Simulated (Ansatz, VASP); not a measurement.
**Cu in VASP and in Ansatz**

```
Cu
1.0
     0.00000    1.76461    1.76461
     1.76461    0.00000    1.76461
     1.76461    1.76461    0.00000
Cu
1
Direct
  0.00000 0.00000 0.00000
```

Alike in both runs: functional r2SCAN; k mesh 10 × 10 × 10; occupations gaussian, width 0.1 eV; no spin polarisation.

Ansatz relaxed the structure, and its values are those at the end. VASP's run is a single point on that final structure, the one shown.

|  | VASP | Ansatz |
| --- | --- | --- |
| version | VASP 6.6.1 | Ansatz 0.2.0 |
| potentials or method | VASP PAW PBE potentials, release 64 (Cu) | scalar-relativistic, plane waves, PAW |
| plane-wave cutoff (eV) | 520 | 500 |
| valence electrons in the cell | 11 | 19 |

```tsv
	VASP	Ansatz	Ansatz less VASP
gap on the k mesh at the Fermi level (eV)	none	none	-
pressure (GPa)	7.9	7.2	-0.73
```

A gap of «none» marks a metal or a gap that the smearing closes. With one functional, cell and mesh, what is left measures potentials, basis and numerics. The two sets of potentials don't hold the same shells in valence.

Caveats: the PAW data sets were made with another functional, which shifts forces and pressure a little (VASP).
